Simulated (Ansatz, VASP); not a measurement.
BAs in VASP and in Ansatz

```
B As
1.0
     3.37129    0.00000    0.00000
     0.00000    4.76772    0.00000
     0.00000    0.00000    3.37129
B As
2 2
Direct
  0.00000 0.00000 0.99999
  0.50000 0.50000 0.49999
  0.50000 0.25000 0.99999
  0.00000 0.75000 0.49999
```

The cell was built by a generator and needn't be a form met in nature.

Alike in both runs: functional PBEsol; k mesh 8 × 6 × 8; occupations gaussian, width 0.02 eV; no spin polarisation.

Ansatz relaxed the structure, and its values are those at the end. VASP's run is a single point on that final structure, the one shown.

```csv
,VASP,Ansatz
version,VASP 6.6.1,Ansatz 0.2.0
potentials or method,"VASP PAW PBE potentials, release 64 (B, As)","scalar-relativistic, plane waves, PAW"
plane-wave cutoff (eV),520,420
valence electrons in the cell,16,36
```

|  | VASP | Ansatz | Ansatz less VASP |
| --- | --- | --- | --- |
| gap on the k mesh at the Fermi level (eV) | 1.08 | 1.09 | +0.010 |
| least direct gap on the mesh (eV) | 1.31 | 1.31 | +0.008 |
| pressure (GPa) | 0.9 | 0.0 | -0.89 |

The functional is the same, so the differences come from potentials, cutoffs and numerics. The two sets of potentials don't hold the same shells in valence. Ansatz warned: «pseudo_functional_mismatch».

Caveats: the PAW data sets were made with another functional, which shifts forces and pressure a little (VASP). A k mesh can miss the band edges.
